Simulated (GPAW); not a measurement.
An input for GPAW 26.7.0 (Ti):

run.py

```python
from ase.dft.bandgap import bandgap
from ase.io import read, write
from ase.units import GPa
from gpaw import GPAW, PW

atoms = read('Ti.xyz')

calc = GPAW(mode=PW(600),
            xc='M06-L',
            kpts={'size': (11, 11, 11), 'gamma': True},
            occupations={'name': 'fermi-dirac', 'width': 0.05},
            nbands=14,
            convergence={'density': 1e-05, 'energy': 1e-05},
            maxiter=150,
            txt='gpaw.txt')
atoms.calc = calc
energy = atoms.get_potential_energy()
forces = atoms.get_forces()
stress = atoms.get_stress()
calc.write('gs.gpw')
write('result.traj', atoms)
print(f'Energy: {energy:.6f} eV')
print('Forces (eV/A):')
print(forces.round(4))
print('Stress (GPa):', (stress / GPa).round(3))
print('Fermi level:', round(calc.get_fermi_level(), 4), 'eV')
print(f'Gap: {bandgap(calc)[0]:.4f} eV, direct: {bandgap(calc, direct=True)[0]:.4f} eV')

path = atoms.cell.bandpath('GHNGPH,PN', npoints=60, eps=1e-4)
bs_calc = calc.fixed_density(kpts=path, symmetry='off', nbands=21,
                             convergence={'bands': 'CBM+6.0', 'eigenstates': 1e-6}, txt='bands.txt')
bs = bs_calc.band_structure()
bs.write('bs.json')
print(f'Gap on the path: {bandgap(bs_calc)[0]:.4f} eV')
```

The input Ti.xyz:

```xyz
1
Lattice="-1.6410000000 1.6410000000 1.6410000000 1.6410000000 -1.6410000000 1.6410000000 1.6410000000 1.6410000000 -1.6410000000" Properties=species:S:1:pos:R:3 pbc="T T T"
Ti     0.0000000000      0.0000000000      0.0000000000
```

Potentials or basis: GPAW PAW data sets (gpaw-data 1.2.1), pw.

Command:

```console
$ OMP_NUM_THREADS=1 python run.py
```

Q: How does this run end?

A: The run stopped without a result. It printed:

gpaw.txt:

```text
__  _  _
 | _ |_)|_||  |
 |__||  | ||/\| - 26.7.0

Input parameters:
  mode=PW(ecut=600.0),
  convergence={'density': 1e-05, 'energy': 1e-05},
  kpts=MonkhorstPack(size=(11, 11, 11), gamma=True),
  maxiter=150,
  nbands=14,
[... 166 lines left out ...]
    width: 0.0500  # eV

poisson solver:
  ecut: 4800.0  # eV

xc functional:
  name: M06-L with 2 nearest neighbor stencil

convergence criteria:
- Maximum integral of absolute [dens]ity change: 1e-05 electrons / valence electron
- Maximum [total energy] change in last 3 cyles: 1e-05 eV / valence electron
- Maximum integral of absolute [eigenst]ate change: 4e-08 eV^2 / valence electron
maximum number of iterations: 150
```

On the terminal:

```text
Traceback (most recent call last):
  File "run.py", line 17, in <module>
  File "ase/atoms.py", line 1971, in get_potential_energy
  File "new/ase_interface.py", line 292, in get_potential_energy
  File "new/ase_interface.py", line 215, in calculate_property
  File "new/ase_interface.py", line 177, in iconverge
  File "new/calculation.py", line 252, in iconverge
  File "new/scf.py", line 87, in iterate
  File "new/ibzwfs.py", line 204, in calculate_occs
  File "new/smearing.py", line 75, in calculate
  File "occupations.py", line 183, in calculate
  File "occupations.py", line 325, in _calculate
  File "occupations.py", line 444, in findroot
AssertionError
```
